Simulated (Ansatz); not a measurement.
Runs of Ansatz 0.2.0 on WC. The structure is cubic, space group Fm-3m (No. 225). The conventional cell has a = 4.385 Å, b = 4.385 Å, c = 4.385 Å, α = 90.00°, β = 90.00°, γ = 90.00°. Around W (site symmetry m-3m) lie 6 C at 2.19 Å. C (site symmetry m-3m) has 6 W at 2.19 Å as nearest neighbours. Measurements of this composition are mostly on another form, of space group No. 187.

```csv
task,level,U,cell,k mesh,points for each segment of the path,hubbard projectors,double counting,mesh quality,gap on the mesh (eV),pressure (GPa),V0 of scaled cells (Å³/atom),B0 (GPa)
relaxation of cell and atoms,PBEsol,-,relaxed,10 × 10 × 10,-,-,-,not flagged,none,0.0,-,-
equation of state,PBEsol,-,as given,10 × 10 × 10,-,-,-,not flagged,-,-,10.25,(b)
equation of state,LDA,-,as given,10 × 10 × 10,-,-,-,not flagged,-,-,10.09,406
band structure,HSEsol,-,as given,5 × 5 × 5,4,-,-,coarse,none,-,-,-
band structure,BLYP,-,as given,10 × 10 × 10,14,-,-,not flagged,none,11.6,-,-
band structure,HSE06,-,as given,5 × 5 × 5,4,-,-,coarse,none,-,-,-
band structure,LDA,-,as given,10 × 10 × 10,14,-,-,not flagged,none,(a),-,-
projected density of states,LDA+U,W d U = 3 eV,as given,10 × 10 × 10,-,ortho-atomic (the default),fll (the default),not flagged,none,-15.7,-,-
```

Alike in all rows: potentials or basis Ansatz PAW; no spin polarisation; cutoff (eV) 420; smearing fermi-dirac 0.05 eV.

Q: Fill in the values left out.

A: (a) -16.1; (b) 390.

Caveats: some runs use coarse meshes; the PAW data sets come from PBE, with cores solved anew for the run's functional, which leaves a small shift of forces and pressure; the plane-wave basis is chosen anew once the cell has moved, so the energies of steps on either side of that aren't comparable (some runs); the potentials were made for another functional, which shifts forces and pressure (some runs); so large a pressure means that the cell lies far from this level's equilibrium, or that cutoff or potentials fall short (some runs); U without spin polarisation on a metal has little footing (some runs); the U is typed as a test and isn't derived for this compound (some runs); the density of states is complete only up to the lowest level of the last band computed (some runs).

A k mesh can miss the band edges, and the runs leave out spin-orbit coupling on W.

A gap of «none» marks a metal or a gap under the smearing width.

Not every run made on this cell is shown here.
